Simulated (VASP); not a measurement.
# InP (F-43m) in VASP: a series of runs

Aim: see how the results for InP move with the level of theory and the settings. Levels: PBE, r2SCAN. Tasks: single point.

Program: VASP 6.6.1. These are calculated values, not measurements. Logs are shortened: lines on timing, memory, paths and dates and some standing lists are left out, and cuts for length are marked.

**Measured values to compare with.**

From a printed reference work, data compilation, for a bulk crystal of InP at 1.6 K: band gap 1.4236 eV (direct).

How close the calculation comes is told below.

## 1. The crystal as given

The structure is cubic, space group F-43m (No. 216). Conventional cell: a = 5.908 Å, b = 5.908 Å, c = 5.908 Å, α = 90.00°, β = 90.00°, γ = 90.00°. Around In (site symmetry -43m) lie 4 P at 2.56 Å. P (site symmetry -43m) is surrounded by 4 In at 2.56 Å.

## 2. Single point, PBE

File INCAR:

```
PREC = Accurate
ENCUT = 520
EDIFF = 1E-6
ISMEAR = 0
SIGMA = 0.01
LREAL = F
LASPH = T
NELM = 100
ALGO = Normal
ISIF = 2
LWAVE = F
LCHARG = T
GGA = PE
LELF = T
LVHAR = T
NBANDS = 16
```

File KPOINTS:

```
regular mesh
0
Gamma
  8 8 8
```

File POSCAR:

```
InP
1.0
    0.0000000000      2.9538133754      2.9538133754
    2.9538133754      0.0000000000      2.9538133754
    2.9538133754      2.9538133754      0.0000000000
In P
1 1
Direct
    0.0000000000      0.0000000000      0.0000000000
    0.2500000000      0.2500000000      0.2500000000
```

Potentials or basis: VASP PAW PBE potentials, release 64 (In_d, P).

Started as:

```bash
> cat potpaw_PBE.64/In_d/POTCAR potpaw_PBE.64/P/POTCAR > POTCAR
> mpirun -np 1 vasp_std > vasp.out
```

OUTCAR:

```text
PREC = Accurate
   ENCUT = 520
   EDIFF = 1E-6
   ISMEAR = 0
   LREAL = F
   LASPH = T
   NELM = 100
   ISIF = 2
   GGA = PE

 ion  position               nearest neighbor table
   1  0.000  0.000  0.000-   2 2.56   2 2.56   2 2.56   2 2.56
   2  0.250  0.250  0.250-   1 2.56   1 2.56   1 2.56   1 2.56

  LATTYP: Found a face centered cubic cell.
 ALAT       =     5.9076267508

  Lattice vectors:

 A1 = (   0.0000000000,   2.9538133754,   2.9538133754)
 A2 = (   2.9538133754,   0.0000000000,   2.9538133754)
 A3 = (   2.9538133754,   2.9538133754,   0.0000000000)

Analysis of symmetry for initial positions (statically):
=====================================================================
 Subroutine PRICEL returns:
 Original cell was already a primitive cell.

 Routine SETGRP: Setting up the symmetry group for a
 face centered cubic supercell.

 Subroutine GETGRP returns: Found 24 space group operations
 (whereof 24 operations were pure point group operations)
 out of a pool of 48 trial point group operations.

The static configuration has the point symmetry T_d .

Analysis of symmetry for dynamics (positions and initial velocities):
=====================================================================
 Subroutine PRICEL returns:
 Original cell was already a primitive cell.

 Routine SETGRP: Setting up the symmetry group for a
 face centered cubic supercell.

 Subroutine GETGRP returns: Found 24 space group operations
 (whereof 24 operations were pure point group operations)
 out of a pool of 48 trial point group operations.

The dynamic configuration has the point symmetry T_d .

 Subroutine INISYM returns: Found 24 space group operations
 (whereof 24 operations are pure point group operations),
 and found     1 'primitive' translations

----------------------------------------------------------------------------------------

                                     Primitive cell

  volume of cell :      51.5441

  direct lattice vectors                    reciprocal lattice vectors
     0.000000000  2.953813375  2.953813375    -0.169272712  0.169272712  0.169272712
     2.953813375  0.000000000  2.953813375     0.169272712 -0.169272712  0.169272712
     2.953813375  2.953813375  0.000000000     0.169272712  0.169272712 -0.169272712

  length of vectors
     4.177322936  4.177322936  4.177322936     0.293188937  0.293188937  0.293188937

  position of ions in fractional coordinates (direct lattice)
     0.000000000  0.000000000  0.000000000
     0.250000000  0.250000000  0.250000000

  ion indices of the primitive-cell ions
   primitive index   ion index
                 1           1
                 2           2

----------------------------------------------------------------------------------------

 KPOINTS: regular mesh

Automatic generation of k-mesh.
 Grid dimensions read from file:
 generate k-points for:    8    8    8

 Generating k-lattice:

  Cartesian coordinates                     Fractional coordinates (reciprocal lattice)
    -0.021159089  0.021159089  0.021159089     0.125000000  0.000000000  0.000000000
     0.021159089 -0.021159089  0.021159089     0.000000000  0.125000000  0.000000000
     0.021159089  0.021159089 -0.021159089     0.000000000  0.000000000  0.125000000

  Length of vectors
     0.036648617  0.036648617  0.036648617

  Shift w.r.t. Gamma in fractional coordinates (k-lattice)
     0.000000000  0.000000000  0.000000000

 Subroutine IBZKPT returns following result:
 ===========================================

 Found     29 irreducible k-points:

 Following reciprocal coordinates:
            Coordinates               Weight
  0.000000  0.000000  0.000000      1.000000
  0.125000  0.000000  0.000000      8.000000
  0.250000  0.000000  0.000000      8.000000
  0.375000  0.000000  0.000000      8.000000
  0.500000  0.000000  0.000000      4.000000
  0.125000  0.125000  0.000000      6.000000
[... 16 lines left out ...]
  0.500000  0.250000  0.125000     48.000000
 -0.375000  0.250000  0.125000     24.000000
 [... further k-points ...]
   k-points           NKPTS =     29   k-points in BZ     NKDIM =     29   number of bands    NBANDS=     16
   number of dos      NEDOS =    301   number of ions     NIONS =      2
   total plane-waves  NPLWV =  32768
   dimension x,y,z NGX =    32 NGY =   32 NGZ =   32
   dimension x,y,z NGXF=    64 NGYF=   64 NGZF=   64
   ions per type =               1   1
   NGX,Y,Z   is equivalent  to a cutoff of  12.74, 12.74, 12.74 a.u.
   NGXF,Y,Z  is equivalent  to a cutoff of  25.47, 25.47, 25.47 a.u.
 SYSTEM =  unknown system
   PREC   = accura    normal or accurate (medium, high low for compatibility)
   ISTART =      0    job   : 0-new  1-cont  2-samecut
   ICHARG =      2    charge: 1-file 2-atom 10-const
   ISPIN  =      1    spin polarized calculation?
   LNONCOLLINEAR =      F non collinear calculations
   LSORBIT =      F    spin-orbit coupling
   LASPH  =      T    aspherical Exc in radial PAW
   ENCUT  =  520.0 eV  38.22 Ry    6.18 a.u.   7.77  7.77  7.77*2*pi/ulx,y,z
   NELM   =    100;   NELMIN=  2; NELMDL= -5     # of ELM steps
   EDIFF  = 0.1E-05   stopping-criterion for ELM
   LREAL  =      F    real-space projection
   EDIFFG = 0.1E-04   stopping-criterion for IOM
   NSW    =      0    number of steps for IOM
   IBRION =     -1    ionic relax: 0-MD 1-quasi-New 2-CG
   NFREE  =      0    steps in history (QN), initial steepest desc. (CG)
   ISIF   =      2    stress and relaxation
   ISYM   =      2    0-nonsym 1-usesym 2-fastsym
   POTIM  = 0.5000    time-step for ionic-motion
   TEBEG  =    0.0;   TEEND  =   0.0 temperature during run
   PSTRESS=    0.0 pullay stress
   NELECT =      18.0000    total number of electrons
   NUPDOWN=      -1.0000    fix difference up-down
   EMIN   =  10.00;   EMAX   =-10.00  energy-range for DOS
   EFERMI =   0.00;   METHOD = LEGACY
   ISMEAR =     0;   SIGMA  =   0.01  broadening in eV -4-tet -1-fermi 0-gaus
   EFERMI_NEDOS =   21; number of points for ismear=-14 and -15
   IALGO  =     38    algorithm
   IMIX   =      4    mixing-type and parameters
     AMIX     =   0.40;   BMIX     =  1.00
     AMIX_MAG =   1.60;   BMIX_MAG =  1.00
  volume/ion in A,a.u.               =      25.77       173.92
  Fermi-wavevector in a.u.,A,eV,Ry     =   1.152849  2.178570 18.082986  1.329062
  Thomas-Fermi vector in A             =   2.289498
   LORBIT       =      0    0 simple, 1 ext, 2 COOP (PROOUT), +10 PAW based schemes
   GGA     = PE    functional components
   LHFCALC =     F    Hartree Fock is set to
   AEXX    =    0.0000 exact exchange contribution
   IVDW    =     0    specifies the selected vdW correction
   LEPSILON=     F    determine dielectric tensor
   LRPA    =     F    only Hartree local field effects (RPA)
 non-spin polarized calculation
 Gauss-broadening in eV      SIGMA  =   0.01
  energy-cutoff  :      520.00
  volume of cell :       51.54
 maximum number of plane-waves:      1411
   NGX = 15   NGY = 15   NGZ = 15

 number of electron      18.0000009 magnetization

 Free energy of the ion-electron system (eV)
  ---------------------------------------------------
  ext. energy  EPLUGINS =         0.00000000
  ---------------------------------------------------
  free energy    TOTEN  =        -8.39940557 eV

  energy without entropy =       -8.39940557  energy(sigma->0) =       -8.39940557

 E-fermi :   4.9808     XC(G=0):  -9.1780

 val. band max:        4.9320713524   @ k =   0.0000   0.0000   0.0000
 cond. band min:       5.5142398307   @ k =   0.0000   0.0000   0.0000
 fundamental gap:      0.5821684783
 Fermi energy:         4.9808194833

 k-point     1 :       0.0000    0.0000    0.0000
  band No.  band energies     occupation
      1      -9.2085      2.00000
      2      -9.2085      2.00000
      3      -9.2085      2.00000
      4      -9.0681      2.00000
      5      -9.0681      2.00000
      6      -6.4249      2.00000
[... 8 lines left out ...]
     15      14.3436      0.00000
     16      14.3436      0.00000

 k-point     2 :       0.1250    0.0000    0.0000
  band No.  band energies     occupation
      1      -9.2256      2.00000
      2      -9.2017      2.00000
      3      -9.2017      2.00000
      4      -9.0680      2.00000
      5      -9.0680      2.00000
      6      -6.2532      2.00000
[... 8 lines left out ...]
     15      13.7204      0.00000
     16      14.1778      0.00000

 k-point     3 :       0.2500    0.0000    0.0000
  band No.  band energies     occupation
      1      -9.2648      2.00000
      2      -9.1870      2.00000
      3      -9.1870      2.00000
      4      -9.0656      2.00000
      5      -9.0656      2.00000
      6      -5.7742      2.00000
[... 8 lines left out ...]
     15      13.4993      0.00000
     16      14.0220      0.00000

 k-point     4 :       0.3750    0.0000    0.0000
  band No.  band energies     occupation
      1      -9.3019      2.00000
      2      -9.1760      2.00000
      3      -9.1760      2.00000
      4      -9.0594      2.00000
      5      -9.0594      2.00000
      6      -5.1370      2.00000
[... 8 lines left out ...]
     15      14.4068      0.00000
     16      14.4068      0.00000
[... 324 lines left out ...]
 k-point    22 :       0.3750    0.2500    0.1250
  band No.  band energies     occupation
      1      -9.3001      2.00000
      2      -9.1692      2.00000
      3      -9.1633      2.00000
      4      -9.0818      2.00000
      5      -9.0541      2.00000
      6      -5.3761      2.00000
[... 8 lines left out ...]
     15      15.0574      0.00000
     16      16.4648      0.00000

 k-point    23 :       0.5000    0.2500    0.1250
  band No.  band energies     occupation
      1      -9.3221      2.00000
      2      -9.1642      2.00000
      3      -9.1500      2.00000
      4      -9.0782      2.00000
      5      -9.0537      2.00000
      6      -4.7940      2.00000
[... 8 lines left out ...]
     15      15.6782      0.00000
     16      16.2675      0.00000

 k-point    24 :      -0.3750    0.2500    0.1250
  band No.  band energies     occupation
      1      -9.3301      2.00000
      2      -9.1637      2.00000
      3      -9.1453      2.00000
      4      -9.0728      2.00000
      5      -9.0560      2.00000
      6      -4.4739      2.00000
[... 8 lines left out ...]
     15      15.5765      0.00000
     16      16.1718      0.00000

 [... further k-points ...]

------------------------ aborting loop because EDIFF is reached ----------------------------------------

  FORCE on cell =-STRESS in cart. coord.  units (eV):
  Direction    XX          YY          ZZ          XY          YZ          ZX
  --------------------------------------------------------------------------------------
  -------------------------------------------------------------------------------------
  Total        0.5129025      0.5129025      0.5129025      0.0000000     -0.0000000      0.0000000
  in kB       15.9428602     15.9428602     15.9428602      0.0000000     -0.0000000      0.0000000
  external PRESSURE =      15.9428602 kB  Pullay stress =       0.0000000 kB

 VOLUME and BASIS-vectors are now :
 -----------------------------------------------------------------------------
  energy-cutoff  :      520.00
  volume of cell :       51.54
      direct lattice vectors                 reciprocal lattice vectors
     0.000000000  2.953813375  2.953813375    -0.169272712  0.169272712  0.169272712
     2.953813375  0.000000000  2.953813375     0.169272712 -0.169272712  0.169272712
     2.953813375  2.953813375  0.000000000     0.169272712  0.169272712 -0.169272712

 POSITION                                       TOTAL-FORCE (eV/Angst)
 -----------------------------------------------------------------------------------
      0.00000      0.00000      0.00000        -0.000000     -0.000000     -0.000000
      1.47691      1.47691      1.47691         0.000000      0.000000      0.000000
 -----------------------------------------------------------------------------------
    total drift:                               -0.000000     -0.000000     -0.000000

  FREE ENERGIE OF THE ION-ELECTRON SYSTEM (eV)
  ---------------------------------------------------
  free  energy   TOTEN  =        -8.3994055668 eV

  energy  without entropy=       -8.3994055668  energy(sigma->0) =       -8.39940557
```

Run time: 12 s. Hardware: 1 thread of Intel Xeon Platinum 8488C (Sapphire Rapids), shared host; peak memory 0.18 GiB.

Results:

```yaml
Free_energy: -8.3994 eV
Pressure: 1.6 GPa
Band_gap_on_the_k_mesh: 0.58 eV, direct
```

Caveat: spin-orbit coupling is left out, which moves the levels of the heavy elements.

## 3. Single point, r2SCAN (own cell)

POSCAR is that of step 2.

File INCAR.step1:

```
ALGO = Normal
EDIFF = 1E-4
ENCUT = 520
GGA = PE
ISMEAR = 0
LASPH = T
LCHARG = F
LREAL = F
LWAVE = T
NBANDS = 16
NELM = 100
PREC = Accurate
SIGMA = 0.01
```

File INCAR.step2:

```
ALGO = Normal
EDIFF = 1E-6
ENCUT = 520
ISIF = 2
ISMEAR = 0
ISTART = 1
LASPH = T
LCHARG = T
LELF = T
LMIXTAU = T
LREAL = F
LVHAR = T
LWAVE = F
METAGGA = R2SCAN
NBANDS = 16
NELM = 100
PREC = Accurate
SIGMA = 0.01
```

File KPOINTS:

```
k-points
0
Gamma
  6 6 6
```

Potentials or basis: VASP PAW PBE potentials, release 64 (In_d, P).

Started as:

```bash
> cat potpaw_PBE.64/In_d/POTCAR potpaw_PBE.64/P/POTCAR > POTCAR
> cp INCAR.step1 INCAR
> mpirun -np 1 vasp_std > vasp.out
> cp INCAR.step2 INCAR
> mpirun -np 1 vasp_std > vasp.out
```

Wall time 27 s (1 thread of Intel Xeon Platinum 8488C (Sapphire Rapids), shared host); peak memory 0.18 GiB.

It converged, with:

```yaml
Free_energy: -32.2884 eV
Pressure: -0.1 GPa
Band_gap_on_the_k_mesh: 1.03 eV, direct
```

Levels at points of the mesh, in eV from the valence-band top:
```csv
k point,band 6,band 7,band 8,band 9,band 10,band 11,band 12,band 13
"(0.00, 0.00, 0.00)",-11.84,0.00,0.00,0.00,1.03,4.44,4.44,4.44
"(0.50, 0.00, 0.00)",-10.11,-5.75,-0.97,-0.97,1.80,5.15,5.15,7.49
"(0.50, 0.50, 0.00)",-9.46,-5.77,-2.33,-2.33,2.04,2.54,9.72,10.15
```

Caveat: the PAW data sets were made with another functional, which shifts forces and pressure a little; spin-orbit coupling is left out, which moves the levels of the heavy elements.

## 4. Comparison with measurements

Step 2. A measured gap of InP is 1.4236 eV (direct; 1.6 K; a printed reference work, data compilation); the calculated 0.58 eV misses it by -0.84 eV. Spin-orbit coupling on In is left out. The value is that of PBE, without temperature or zero-point motion. Semilocal functionals fall short of measured gaps as a rule.
